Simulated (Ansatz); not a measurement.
The system is C.

```
CELL_PARAMETERS angstrom
0.00000 1.78337 1.78337
1.78337 0.00000 1.78337
1.78337 1.78337 0.00000
ATOMIC_POSITIONS crystal
C 0.75000 0.75000 0.75000
C 0.50000 0.50000 0.50000
```

This isn't the form of C at room conditions, which is graphite.

- Program: Ansatz 0.2.0
- Task: relaxation of cell and atoms
- Functional: BLYP
- Potentials or basis: all-electron LAPW, scalar-relativistic
- Basis error allowed: 0.001 eV/atom
- k mesh: 13 × 13 × 13
- Occupations: fermi-dirac, width 0.05 eV
- Spin: no spin polarisation

At the start: volume 5.67 Å³/atom.

Problem. Where does the relaxation end?

Solution. Over 5 steps the energy falls by 5.2 meV/atom and the volume is 5.82 Å³/atom (+2.7 %); space group Fd-3m (No. 227, to 0.05 Å).

The path:
| step | energy change (eV) | largest force (eV/Å) | volume (Å³) |
| --- | --- | --- | --- |
| 1 | 0.0000 | 0.0000 | 11.34 |
| 2 | -0.0086 | 0.0000 | 11.52 |
| 3 | -0.0104 | 0.0000 | 11.64 |
| 4 | -0.0104 | 0.0000 | 11.65 |
| 5 | -0.0104 | 0.0000 | 11.65 |

Final structure:
```yaml
crystal:
  lattice:
    - [0.00000, 1.79908, 1.79908]
    - [1.79908, 0.00000, 1.79908]
    - [1.79908, 1.79908, 0.00000]
  atoms:
    - { symbol: C, position: [0.75000, 0.75000, 0.75000] }
    - { symbol: C, position: [0.50000, 0.50000, 0.50000] }
```

The cell as given is a measured one (5.67 Å³/atom); BLYP puts the equilibrium volume +2.7 % from it, thermal expansion not counted.
